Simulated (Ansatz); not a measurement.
# P: strain energy, fitted

P, Cmce, a = 3.323 Å, b = 10.192 Å, c = 4.167 Å. Ansatz: PBE+D3(BJ), PAW, 420 eV, Γ-centred 10×4×8 mesh on 8 atoms, Gaussian smearing 0.10 eV; no spin polarisation. Series: uniaxial strain along a, with b, c and atoms relaxed; x is the strain in per cent. y is the free energy over the unstrained cell, V0 = 17.637 Å³/atom.

```
x (%) y (meV/atom)
 -6.0         35.12
 -4.0         14.24
 -2.0          3.21
  0.0          0.00
  2.0          2.58
  4.0          9.12
  6.0             ?
```

Question: Fit y = c2 x² + c3 x³ to the other rows, turn c2 into a modulus, and predict the missing energy.

Answer: Least squares on the rows shown. y = 0.73122 x² − 0.040612 x³. In eV per unit strain² c2 is 7.312; this is Young's modulus along the axis (E = ½ Y V0 ε²): 2 × 7.312 × 160.2 / (17.637) = 133 GPa. At x = 6.0 the fit asked for gives 17.55 meV/atom. The run gave 18.53 meV/atom, so the fit is 0.98 meV/atom too low, 2.8 % of the span of the series, against an rms of 0.04 meV/atom on the fitted rows. The row lies outside the fitted range. With a term in x⁴ added, a fit to the same known rows predicts 17.86 meV/atom, which recovers part of the miss; the known rows don't hold the rest.